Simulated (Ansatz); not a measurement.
# RbCl: how the settings move a calculation

Aim: see which settings change the result for RbCl, by how much, and at what cost.

Computed with Ansatz 0.2.0 (reference: DFT, PBE, plane-wave PAW, default files, scalar-relativistic, unless a step's input says otherwise).

**1. The system as given**

Symmetry: Fm-3m, No. 225, cubic system. The conventional cell has a = 6.548 Å, b = 6.548 Å, c = 6.548 Å, α = 90.00°, β = 90.00°, γ = 90.00°. Around Rb (site symmetry m-3m) lie 6 Cl at 3.27 Å. Around Cl (site symmetry m-3m) lie 6 Rb at 3.27 Å.

Coordinates:

```
Rb Cl
1.0
     0.00000    3.27400    3.27400
     3.27400    0.00000    3.27400
     3.27400    3.27400    0.00000
Rb Cl
1 1
Direct
  0.00000 0.00000 0.00000
  0.50000 0.50000 0.50000
```

**2. The reference run**

input.yaml

```yaml
crystal:
  lattice:
    - [0.0, 3.274, 3.274]
    - [3.274, 0.0, 3.274]
    - [3.274, 3.274, 0.0]
  atoms:
    - { symbol: Rb, position: [0.0, 0.0, 0.0] }
    - { symbol: Cl, position: [0.5, 0.5, 0.5] }
kpoints:
  mp_grid: { grid: [7, 7, 7] }
scf:
  occupations: { method: fermi_dirac, width: 0.02 }
hamiltonian:
  xc: pbe
  pseudopotentials: { kind: paw }
output:
  forces: true
  stress: true
  populations: true
  efg:
    quadrupole_moments_barn: { Rb: 0.1335, Cl: -0.08112 }
    contact_densities: true
relax:
  f_tol: 0.02
  max_steps: 60
```

On the command line:

```console
> ansatz run input.yaml --threads 1 --pin off --max-ram 2560MiB --backend cpu --events-out ev --progress --plain --runs-dir out
```

**3. Variant: dr2_threshold 1.0e-09**

Changes to input.yaml since step 2:

```diff
@@ -12,2 +12,3 @@
   occupations: { method: fermi_dirac, width: 0.02 }
+  convergence: { dr2_threshold: 1.0e-09 }
 hamiltonian:
@@ -22,4 +23 @@
     contact_densities: true
-relax:
-  f_tol: 0.02
-  max_steps: 60
```

**4. Changed: scf.algorithm density_mixing, mixing.algorithm anderson, mixing.beta 0.9**

Changes to input.yaml since step 2:

```diff
@@ -12,2 +12,4 @@
   occupations: { method: fermi_dirac, width: 0.02 }
+  algorithm: density_mixing
+  mixing: { algorithm: anderson, beta: 0.9 }
 hamiltonian:
@@ -22,4 +24,5 @@
     contact_densities: true
-relax:
-  f_tol: 0.02
-  max_steps: 60
+  write_density: true
+  write_potential: true
+  elf: true
+  volumetric_format: npy
```

What does the calculation give? Wanted: for each run, ending; energy change; pressure; gap; force.

The runs gave:

| run | ending | energy change | pressure (GPa) | gap (eV) | force (eV/Å) | cycles | time |
| --- | --- | --- | --- | --- | --- | --- | --- |
| reference | converged | 0 | 1.2 | 5.05 | 0.00 | 6 | 3.7 s |
| 1: dr2_threshold 1.0e-09 | converged | 0.0 meV/atom | 1.2 | 5.05 | 0.00 | 6 | 3.1 s |
| 2: scf.algorithm density_mixing, mixing.algorithm anderson, mixing.beta 0.9 | converged | 0.0 meV/atom | 1.2 | 5.05 | 0.00 | 4 | 3 s |

Times don't compare one to one where runs were asked for different outputs or read a saved state (see the inputs); cycles may leave out searches for a lower state.

**Reading.** Of the converged runs whose energies compare with the reference's, none moves it noticeably. Symmetry fixes the atoms and the cell is held, so no setting can move this relaxation. 

The gaps are Kohn-Sham values of a semilocal functional, not quasiparticle or optical gaps. Such gaps usually fall short of the measured ones.
